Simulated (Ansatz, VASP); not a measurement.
## One calculation of ZnO, two programs

```
CELL_PARAMETERS angstrom
3.23623 0.00000 0.00000
-1.61811 2.80266 0.00000
0.00000 0.00000 5.22316
ATOMIC_POSITIONS crystal
Zn 0.33333 0.66667 0.00154
Zn 0.66667 0.33333 0.50154
O 0.33333 0.66667 0.38056
O 0.66667 0.33333 0.88056
```

Alike in both runs: functional revPBE; dispersion D3(BJ); k mesh 8 × 8 × 6; occupations gaussian, width 0.05 eV; no spin polarisation.

Ansatz relaxed the structure, and its values are those at the end. VASP's run is a single point on that final structure, the one shown.

|  | VASP | Ansatz |
| --- | --- | --- |
| version | VASP 6.6.1 | Ansatz 0.2.0 |
| potentials or method | VASP PAW PBE potentials, release 64 (Zn, O) | scalar-relativistic, plane waves, PAW |
| plane-wave cutoff (eV) | 520 | 420 |
| valence electrons in the cell | 36 | 36 |

```tsv
	VASP	Ansatz	Ansatz less VASP
gap on the k mesh at the Fermi level (eV)	0.85	0.87	+0.022
least direct gap on the mesh (eV)	0.85	0.87	+0.022
pressure (GPa)	4.0	2.8	-1.20
dispersion energy (meV/atom)	-443.5	-443.6	-0.05
```

Caveats: the PAW data sets were made with another functional, which shifts forces and pressure a little (VASP). A hybrid or GW would open this gap; revPBE tends to underestimate it.
